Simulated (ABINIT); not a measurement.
Runs of ABINIT 10.8.3 (patched build) on C. It takes space group Fd-3m (No. 227, cubic). Conventional cell: a = 3.567 Å, b = 3.567 Å, c = 3.567 Å, α = 90.00°, β = 90.00°, γ = 90.00°. Around C (site symmetry -43m) lie 4 C at 1.54 Å. This isn't the form of C at room conditions, which is graphite.

```tsv
task	level	potentials or basis	k mesh	cutoff (eV)	smearing	k points of the masses	bands of the masses	bands in the sums	one-shot functional	cutoff of the screening (Ha)	mesh quality	gap on the mesh (eV)	pressure (GPa)
effective masses	PBE	PseudoDojo NC SR PBE v0.4.1 standard	9 × 9 × 9	1007	fixed	[[0.0, 0.0, 0.0], [0.4, 0.4, 0.0]]	[[2, 4], [5, 5]]	-	-	-	not flagged	-	1.2
one-shot levels of the hybrid HSE03	PBEsol	PseudoDojo NC SR PBEsol v0.4 stringent	8 × 8 × 8	1007	fixed	-	-	12	HSE03	-	not flagged	4.05	-
single point	PBE	SPMS NC PBE v1.0	10 × 10 × 10	898	fermi-dirac 0.05 eV	-	-	-	-	-	not flagged	(a)	-
single point	LDA	PseudoDojo NC SR LDA v0.4 stringent	10 × 10 × 10	1007	fermi-dirac 0.05 eV	-	-	-	-	-	not flagged	4.18	-12.0
dielectric tensor	LDA	PseudoDojo NC SR LDA v0.4.1 standard	6 × 6 × 6, with 4 shifts	1007	fixed	-	-	-	-	-	not flagged	-	-12.0
```

Alike in all rows: no spin polarisation; cell as given.

Task: Fill in the values left out.

Result: (a) 4.22.

Caveats: the masses are taken at a mesh point that needn't be the band's extremum (some runs); Libxc's HSE differs a little from that of other programs (some runs); this build's HSE levels may be imprecise (some runs); the cell is more than 3 GPa from zero pressure, which shifts response properties (some runs).

A k mesh can miss the band edges.

Not every run made on this cell is shown here.
